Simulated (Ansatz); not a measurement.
# MnO (Manganosite): the cost of one run

Computed with Ansatz 0.2.0 (DFT r²SCAN, scalar-relativistic, plane waves, PAW, unless a step's input says otherwise).

## (1) The system as given

The structure is trigonal, space group R-3m (No. 166). Conventional cell: a = 3.152 Å, b = 3.152 Å, c = 7.492 Å, α = 90.00°, β = 90.00°, γ = 120.00°. Mn (site symmetry -3m) is surrounded by 6 O at 2.21 Å. O (site symmetry -3m) has 6 Mn at 2.21 Å as nearest neighbours.

Coordinates:

```
Mn O
1.0
     0.00000    2.22847    2.22847
     2.22847    0.00000    2.22847
     4.36928    2.14081   -2.14081
Mn O
2 2
Direct
  0.00000 0.00000 0.00000
  0.50000 0.00000 0.50000
  0.75000 0.50000 0.25000
  0.25000 0.50000 0.75000
```

An earlier run at r²SCAN left this cell at 10.740 Å³/atom and 0.00 GPa (14×14×14 mesh). The large moments point both ways and cancel.

Volume factors to run: 0.980, 1.020, 0.960, 1.040.

## (2) Volume × 0.980

input.yaml reads:

```yaml
crystal:
  lattice:
    - [0.0, 2.2135120711, 2.2135120711]
    - [2.2135120711, 0.0, 2.2135120711]
    - [4.3399532191, 2.1264411481, -2.1264411481]
  atoms:
    - { symbol: Mn, position: [0.0, 0.0, 0.0], spin: 4.59 }
    - { symbol: O, position: [0.75, 0.5, 0.25] }
    - { symbol: Mn, position: [0.5, 0.0, 0.5], spin: -4.59 }
    - { symbol: O, position: [1.25, 0.5, 0.75] }
basis:
  ecutwfc: 500
  ecutrho_ratio: 4
kpoints:
  mp_grid: { grid: [14, 14, 14] }
hamiltonian:
  xc: r2scan
scf:
  occupations: { method: gaussian, width: 0.05 }
output:
  forces: true
  stress: true
  eigenvalues: true
  populations: true
magnetization:
  spin_polarized: true
relax:
  f_tol: 0.01
  max_steps: 40
  cell: { stress_tol: 0.1, fix: [volume] }
```

Run with:

```sh
$ ansatz run input.yaml --threads 2 --pin off --max-ram 5120MiB --backend cpu --events-out ev --progress --plain --runs-dir out
```

**Question.** How long does this run take on 2 threads of Arm Neoverse V2, shared host, and how much memory does it need?

About 72 s, with a peak of 0.95 GiB.
